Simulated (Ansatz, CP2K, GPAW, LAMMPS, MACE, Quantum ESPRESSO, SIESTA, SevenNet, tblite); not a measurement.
## tblite runs on amorphous TiO2 (84 atoms)

Wanted: tblite inputs and outputs for amorphous TiO2 (84 atoms), checked against a plane-wave reference.

Main program and level: tblite 0.8.0; the method is named at each step.

### 1. The structure

The cell holds 84 atoms: 28 Ti and 56 O. Its edges and angles: a = 10.274 Å, b = 10.274 Å, c = 10.274 Å, α = 90.0°, β = 90.0°, γ = 90.0°. 84 atoms (28 Ti, 56 O) placed at random at 3.55 g/cm³, melted at 5000 K for 10 ps at fixed volume with the Morse and Coulomb pair potential with partial charges (Pedone, Malavasi, Menziani, Cormack and Segre, J. Phys. Chem. B 110, 11780 (2006)). Quenched from 5000 K to 300 K at 10 K/ps and fixed volume, held 10 ps at zero pressure.

The yardstick, on the same geometry:

* method: Kohn-Sham DFT, PBE, SSSP efficiency 1.3.0 pseudopotentials, plane waves (Quantum ESPRESSO 7.5); sssp-pbe-1.3.0-efficiency, cutoffs 60/480 Ry, Γ point
* r.m.s. force component: 0.7941 eV/Å
* longest force: 2.716 eV/Å
* pressure: 3.467 GPa
* gap (highest filled to lowest empty level): 2.243 eV
* time: 4.5 min on 4 MPI ranks of Arm Neoverse V1, shared host
* CPU time: 18 min

### 2. GFN1-xTB

Method: GFN1-xTB tight binding, diagonalisation.

run.py reads:

```python
import numpy as np
from ase.io import read
from tblite.ase import TBLite

atoms = read("structure.xyz")
atoms.calc = TBLite(method="GFN1-xTB", electronic_temperature=580, accuracy=1.0, max_iterations=250, mixer_damping=0.4, verbosity=1)
energy = atoms.get_potential_energy()
forces = atoms.get_forces()
print(f"energy {energy:.6f} eV")
print("forces (eV/A)")
for i, (a, f) in enumerate(zip(atoms, forces)):
    print(f"{i:4d} {a.symbol:2s} {f[0]:10.5f} {f[1]:10.5f} {f[2]:10.5f}")
stress = -atoms.get_stress(voigt=False) * 160.21766
print("stress (GPa, compression positive)")
for row in stress:
    print(" ".join(f"{x:10.4f}" for x in row))
print("charges (e)")
print(np.array2string(atoms.get_charges(), precision=4, suppress_small=True, max_line_width=110, threshold=100000))
```

structure.xyz reads:

```xyz
84
Lattice="10.27383 0.00000 0.00000 0.00000 10.27383 0.00000 0.00000 0.00000 10.27383" Properties=species:S:1:pos:R:3 pbc="T T T"
Ti 7.48572 6.22758 7.73291
Ti 1.06108 1.58001 3.50214
Ti 4.82182 4.88582 0.03555
Ti 2.20672 7.79835 8.88440
Ti 9.68709 2.85869 6.26550
Ti 0.47989 5.12407 0.19212
Ti 3.43793 7.38092 1.84806
Ti 6.05529 9.52610 2.58705
Ti 1.81888 5.36335 6.73182
Ti 1.65727 2.24853 8.60896
Ti 1.98953 4.80209 3.18643
Ti 4.53990 7.85311 6.83405
Ti 4.37028 2.93400 7.31887
Ti 1.23389 10.01061 0.94088
Ti 7.26812 9.89575 5.53061
Ti 9.93746 10.14623 7.93037
Ti 3.73834 0.21842 5.14298
Ti 1.49484 8.33690 4.87247
Ti 8.26725 1.92347 1.58587
Ti 9.03727 8.34030 2.93780
Ti 7.68575 8.74734 9.91640
Ti 3.90539 2.06761 2.00668
Ti 4.73963 5.33099 4.55624
Ti 7.32113 2.79674 8.61214
Ti 9.25693 5.61814 4.93688
Ti 4.72237 0.34582 9.30737
Ti 7.71318 5.19301 2.13839
Ti 6.66823 3.15705 4.34604
O 2.96831 6.58799 7.52250
O 4.96257 4.10409 8.70019
O 5.70043 9.34538 6.17365
O 4.93781 8.30218 2.07778
O 5.44718 3.95388 5.69293
O 8.16030 6.47446 6.12310
O 7.15202 1.35851 4.99380
O 8.52060 2.20024 7.46353
O 7.65452 4.49891 8.24537
O 2.24093 2.91982 2.97191
O 5.79310 1.76843 8.33958
O 4.02457 1.65563 6.10101
O 5.08544 2.63390 3.29410
O 0.02712 2.17651 4.79562
O 10.12414 8.76666 4.33145
O 1.47584 5.55146 1.64073
O 1.01927 6.76193 5.61136
O 8.62591 9.77411 6.67840
O 9.89966 1.44193 2.16696
O 10.17212 9.00922 1.65224
O 4.53764 0.80876 0.81420
O 7.82671 3.28855 2.73037
O 1.02481 6.31810 9.29792
O 0.63533 1.48179 7.30665
O 7.09490 0.62547 1.99415
O 9.18018 4.95733 1.02594
O 6.34501 5.29041 0.85191
O 0.35229 4.87493 3.99878
[... 24 atom lines left out ...]
O 0.97293 0.68516 9.72315
O 8.25009 7.27521 9.00624
O 3.82063 9.00522 8.49769
O 0.94910 8.81864 7.99283
```

Run with:

```sh
OMP_NUM_THREADS=1 python run.py > output.txt
```

Log:

```text
------------------------------------------------------------
  cycle        total energy    energy error   density error
------------------------------------------------------------
      1     -243.9991690148  -2.4430416E+02   1.3478089E+00
      2     -256.9311162729  -1.2931947E+01   2.5972322E+00
      3     -288.3438142707  -3.1412698E+01   9.0089222E-01
      4     -290.6611185771  -2.3173043E+00   6.7168296E-01
      5     -278.6675647830   1.1993554E+01   5.7498164E-01
      6     -297.2431784551  -1.8575614E+01   2.9402935E-01
      7     -301.2334242900  -3.9902458E+00   1.9726825E-01
      8     -301.7900173667  -5.5659308E-01   1.2157462E-01
      9     -302.1474228651  -3.5740550E-01   7.0920481E-02
     10     -302.2627786553  -1.1535579E-01   3.1745933E-02
     11     -302.2909763410  -2.8197686E-02   1.4198790E-02
     12     -302.2945609767  -3.5846357E-03   8.2900015E-03
     13     -302.2981074339  -3.5464572E-03   6.4920372E-03
     14     -302.2990838039  -9.7637001E-04   3.1210576E-03
     15     -302.2992416231  -1.5781920E-04   1.7502238E-03
     16     -302.2994395369  -1.9791379E-04   6.3891149E-04
     17     -302.2994328407   6.6961895E-06   6.9525944E-04
     18     -302.2994697455  -3.6904859E-05   1.8565879E-04
     19     -302.2994700093  -2.6376199E-07   1.7504187E-04
     20     -302.2994720741  -2.0648036E-06   1.0638389E-04
     21     -302.2994720467   2.7366639E-08   8.3232685E-05
     22     -302.2994725360  -4.8923090E-07   2.5555769E-05
     23     -302.2994725556  -1.9638605E-08   1.1236723E-05
------------------------------------------------------------
 total:                                   5.118 sec
energy -8225.987643 eV
forces (eV/A)
   0 Ti   -0.39278    0.41505    0.84531
   1 Ti    0.27769    0.04456   -0.68595
   2 Ti   -0.24990   -0.26476    0.25736
   3 Ti   -0.72453    0.55539   -0.36638
   4 Ti   -0.33908    0.54015    0.58494
   5 Ti    0.36602   -0.38908    0.09694
   6 Ti   -0.17372   -0.72403    0.17464
   7 Ti    0.85569    0.92920    0.33217
   8 Ti    1.21854   -0.43821   -0.81873
   9 Ti   -0.14730   -0.07381    0.11297
  10 Ti    0.06565   -0.28691    0.27250
  11 Ti    0.70261   -0.08710    0.32196
  12 Ti   -0.22759    0.17519    0.50343
  13 Ti   -0.32835   -0.28003   -0.29103
  14 Ti   -0.30229    1.06659   -0.35108
  15 Ti    0.37320   -0.12290    0.29630
  16 Ti   -0.09004   -0.42320   -0.20970
  17 Ti    0.61906   -0.45628   -0.98932
  18 Ti   -0.25441   -0.29888    0.82306
  19 Ti    0.09506    0.18477   -0.09163
  20 Ti    0.34781   -0.39385   -0.04307
  21 Ti    0.42564    0.73138   -0.12222
  22 Ti    0.17154    0.02822   -0.42347
  23 Ti   -0.15284    0.13139   -0.46934
[...]
76 O     0.15564    0.07784   -0.70069
  77 O     0.01369   -0.07727    0.27721
  78 O    -0.12523    0.05313    0.19465
  79 O    -0.18252   -0.52691   -0.69714
  80 O     0.44474   -0.08770    0.72106
  81 O    -0.96271    0.13591   -0.30951
  82 O    -0.04186   -0.00348   -0.13976
  83 O    -0.08984    0.13182    0.09748
stress (GPa, compression positive)
  -11.6838    -1.0922     0.4259
   -1.0922   -11.2308     0.4375
    0.4259     0.4375   -10.0367
charges (e)
[ 0.8753  0.9101  0.8778  0.9267  0.8931  0.8824  0.9346  0.9292  0.934   0.8886  0.8914  0.9466  0.935
  0.8609  0.8747  0.918   0.8834  0.8871  0.8805  0.9197  0.8663  0.9109  0.8724  0.8765  0.9283  0.9353
  0.9397  0.9426 -0.4665 -0.4603 -0.4592 -0.4238 -0.4592 -0.4492 -0.4587 -0.4428 -0.4469 -0.4449 -0.457
 -0.4428 -0.4618 -0.4279 -0.4595 -0.4457 -0.4596 -0.4393 -0.4548 -0.4507 -0.4489 -0.4499 -0.4512 -0.4531
 -0.4552 -0.4486 -0.4386 -0.4647 -0.4611 -0.4452 -0.4604 -0.4505 -0.4733 -0.4545 -0.4434 -0.468  -0.4708
 -0.4449 -0.4533 -0.4602 -0.4656 -0.4333 -0.4761 -0.4453 -0.4585 -0.4446 -0.4373 -0.4459 -0.444  -0.4334
 -0.4438 -0.4684 -0.4604 -0.4428 -0.4758 -0.44  ]
```

Run time: 5.7 s. Hardware: 1 thread of Arm Neoverse V1, shared host; peak memory 0.12 GiB.

Banners, paths, timers and routine set-up lines are dropped from the logs unmarked, and long logs keep their key lines alone; longer cuts are marked.

Against the reference:

- r.m.s. force component: 0.4051 eV/Å
- r.m.s. difference of force components: 682.1 meV/Å
- longest difference of force vectors: 2086 meV/Å
- force difference over r.m.s. force: 85.9 %
- slope of forces against the reference's: 0.2612
- correlation of force components: 0.512
- pressure: -10.98 GPa
- pressure difference: -14.45 GPa

Length of the force difference by element (eV/Å):

```csv
element,atoms,mean,most
O,56,1.2,2.1
Ti,28,0.97,1.6
```

Local excerpt of 10 atoms (numbers count through the whole input) about Ti9, which bears the longest force; x, y, z are measured from there.

```csv
atom,x,y,z,distance (Å),bonds,Mulliken charge (e),Fx,Fy,Fz (eV/Å)
Ti9,0.00,0.00,0.00,0.00,5,0.93,1.22,-0.44,-0.82
O29,1.15,1.22,0.79,1.86,3,-0.47,-0.33,0.25,-0.18
O57,-1.65,-0.95,0.02,1.91,3,-0.46,0.07,-0.08,-0.54
O61,1.07,-0.45,-1.58,1.96,3,-0.47,-0.62,0.34,0.16
O45,-0.80,1.40,-1.12,1.96,3,-0.46,-0.15,0.45,0.37
O73,0.75,-1.66,0.72,1.96,3,-0.46,0.34,0.12,0.01
O51,-0.79,0.95,2.57,2.85,2,-0.45,0.04,-0.10,0.29
O56,-1.47,-0.49,-2.73,3.14,2,-0.46,0.34,0.43,-0.01
Ti4,0.39,2.44,2.15,3.27,5,0.93,-0.72,0.56,-0.37
Ti25,-2.84,0.25,-1.79,3.37,6,0.93,0.14,-1.20,-0.17
```

Atoms are counted from 1 here, from 0 in the log.

Forces lie 86 % from the reference's, at 0.0053 times its CPU time (on 1 against 4 cores).

### 3. Outcome

```json
{
  "force difference from the reference": "tblite GFN1-xTB, 86 %",
  "its CPU time": "5.7 s"
}
```

**Reading.** Tight binding differs by 86 % (tblite GFN1-xTB); it is another model, with fitted parameters of its own, and the xTB methods hold dispersion. One electronic-structure run takes under half the reference's CPU time: tblite GFN1-xTB, at 86 % in 5.7 s against 18 min, too far off to be of use; its pressure misses by -14.5 GPa. Periodic xTB results under one method name differ between programs and library versions. The reference's pressure holds the uncorrected Pulay stress of its 60 Ry basis, so small pressure differences, and their order, may be the reference's own error. The quench rate of 10 K/ps is many orders above laboratory rates, so the cell is likely richer in defects and strain than a real sample. The network of bonds at the start is that of the classical potential that made the cell, and needn't be the one that DFT or experiment would give. The electronic-structure runs sample only Γ, in a cell whose shortest periodic width is 10 Å.

[Also dropped from logs without a mark: logging warnings of Python, and SIESTA's first energy breakdown and zero terms.]

[Logs are printed without paths, hosts, clocks, repeated set-up lines and the standing remarks that a program may print on its own settings, such as how far it seeks lower states.]

[Hosts, paths, dates, database ids (printed as entryN), source tags and the programs' standing remarks are cut or masked in the printed files.]
